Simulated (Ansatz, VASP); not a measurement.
# Ru: VASP beside Ansatz

```
CELL_PARAMETERS angstrom
2.53910 0.00000 0.00000
-1.26955 2.19893 0.00000
0.00000 0.00000 4.66060
ATOMIC_POSITIONS crystal
Ru 0.33333 0.66667 0.25000
Ru 0.66667 0.33333 0.75000
```

Alike in both runs: task single point; functional PBEsol; k mesh 18 × 18 × 10; occupations gaussian, width 0.15 eV; no spin polarisation.

|  | VASP | Ansatz |
| --- | --- | --- |
| version | VASP 6.6.1 | Ansatz 0.2.0 |
| potentials or method | VASP PAW PBE potentials, release 64 (Ru_pv) | scalar-relativistic, plane waves, PAW |
| plane-wave cutoff (eV) | 520 | 420 |
| valence electrons in the cell | 28 | 32 |

VASP gave:

```
gap on the k mesh at the Fermi level (eV)       : none
pressure (GPa)                                  : 16.6
largest component of the traceless stress (GPa) : 52.18
```

Task: Which values does Ansatz return?

Result: gap on the k mesh at the Fermi level (eV): none; pressure (GPa): 16.7; largest component of the traceless stress (GPa): 52.18.

A gap of «none» marks a metal or a gap that the smearing closes. With one functional, cell and mesh, what is left measures potentials, basis and numerics. The two sets of potentials don't hold the same shells in valence. Ansatz warned: «pseudo_functional_mismatch».

Caveats: so large a pressure means that the cell lies far from this level's equilibrium, or that cutoff or potentials fall short (VASP); the potentials were made for another functional, which shifts forces and pressure (VASP).
